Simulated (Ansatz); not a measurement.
Write the native input for Ansatz 0.2.0 that does the following.

| Quantity | Value |
| --- | --- |
| Task | single point |
| Functional | HSE06 |
| Potentials or basis | Ansatz PAW |
| Cutoff | 420 eV (not typed: the program's choice for these potentials) |
| k mesh | 6 × 6 × 6 |
| Occupations | fermi-dirac, width 0.05 eV |
| Spin | collinear spin, ferromagnetic start |
| Starting moments | [4.0, 0.0] μB |
| Share of exact exchange | 0.25 |

MnO:

```
CELL_PARAMETERS angstrom
0.00000 2.22200 2.22200
2.22200 0.00000 2.22200
2.22200 2.22200 0.00000
ATOMIC_POSITIONS crystal
Mn 0.00000 0.00000 0.00000
O 0.50000 0.50000 0.50000
```

These files were run (other wordings do the same):

input.yaml

```yaml
crystal:
  lattice:
    - [0.0, 2.22200033, 2.22200033]
    - [2.22200033, 0.0, 2.22200033]
    - [2.22200033, 2.22200033, 0.0]
  atoms:
    - { symbol: Mn, position: [0.0, 0.0, 0.0], spin: 4.0 }
    - { symbol: O, position: [0.5, 0.5, 0.5] }
hamiltonian:
  xc:
    exchange: pbe
    correlation: pbe
    exx: { coeff: 0.25, omega: 0.2078699 }
  pseudopotentials: { kind: paw }
magnetization:
  spin_polarized: true
kpoints:
  mp_grid: { grid: [6, 6, 6] }
scf:
  occupations: { method: fermi_dirac, width: 0.05 }
output:
  forces: true
  stress: true
  eigenvalues: true
  write_density: true
  write_potential: true
  elf: true
  volumetric_format: npy
```

Potentials or basis: Ansatz PAW.

The run is started by

```bash
$ ansatz run input.yaml --threads 2 --pin off --max-ram 5632MiB --backend cpu --events-out ev --progress --plain --runs-dir out
```

Results of the run:

```yaml
Pressure: 1.2 GPa
Band_gap_on_the_k_mesh: 1.24 eV, indirect (least direct gap 4.07 eV)
Net_moment: 5.00 μB per cell
Absolute_moment: 5.00 μB per cell
Site_moments: Mn +4.30; O +0.23 μB
```

Caveat: the magnetic or orbital state may not be the lowest; the pressure holds a Pulay correction of +0.6 GPa for the finite cutoff; a cell with one magnetic atom can't hold antiferromagnetic order, which such compounds often take; the PAW data sets come from PBE, with cores solved anew for the run's functional, which leaves a small shift of forces and pressure; the thresholds are loose for stress.

Wall time 19 s on 2 threads of Intel(R) Xeon(R) Platinum 8488C (Sapphire Rapids), with other jobs on the host, peak memory 0.8 GiB.
